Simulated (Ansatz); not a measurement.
The first iterations of a band of a periodic cell of 17 atoms, Si (host Si, host structure diamond, interstitial Si).

Computed with Ansatz 0.2.0, DFT PBEsol, scalar-relativistic, plane waves, PAW. Settings: PAW set soft_1, cutoff 420 eV, k mesh 2x2x2, gaussian smearing 0.02 eV, no spin polarisation.

```
movable images  : 5
climbing image  : yes
spring          : 5.0 eV/Å²
optimiser       : quadratic models (default)
start path      : straight line
force threshold : 0.05 eV/Å
iteration limit : 57
end points      : relaxed
```

Image 0:

```xyz
17
Lattice="0.0000 5.4300 5.4300 5.4300 0.0000 5.4300 5.4300 5.4300 0.0000" Properties=species:S:1:pos:R:3
Si -0.018 -0.018 0.018
Si 1.360 1.360 1.390
Si 2.741 2.741 0.024
Si 4.076 4.079 1.354
Si 2.720 -0.003 2.710
Si 4.040 1.360 4.070
Si 5.406 2.741 2.690
Si 6.787 4.107 4.073
Si -0.003 2.719 2.711
Si 1.359 4.040 4.071
Si 2.738 5.408 2.692
Si 4.106 6.788 4.074
Si 2.719 2.719 5.433
Si 4.072 4.071 6.788
Si 5.424 5.425 5.436
Si 6.786 6.788 6.754
Si 6.791 6.794 9.500
```

Image 6:

Only the atoms that move by more than 0.05 Å are listed.
```
Si17 8.152 8.147 8.142
```

| iteration | highest image above the first end (eV) | largest band force component (eV/Å) |
| --- | --- | --- |
| 1 | 0.963 | 1.516 |
| 2 | 0.524 | 0.716 |

**Question.** Does the band converge within its limit, and where does its top end?

**Answer.** It converged. It ended after 7 iterations with the highest image 0.295 eV above the first end. By the program's own check the climbing image is of a kind that is not told: the force calls were inconclusive, a negative curvature could not be distinguished from the path's own, the only one lies far off the path, or fixed occupations may fill a level only in part (lowest curvatures found: -0.27 and 0.63 eV/Å²). Limits of this set-up: coarse k mesh, PAW files made for another functional, a small cell, in which the defect meets its images.

Run time: 6.8 min on 1 thread of Arm Neoverse V2 (shared host), peak memory 0.81 GiB.
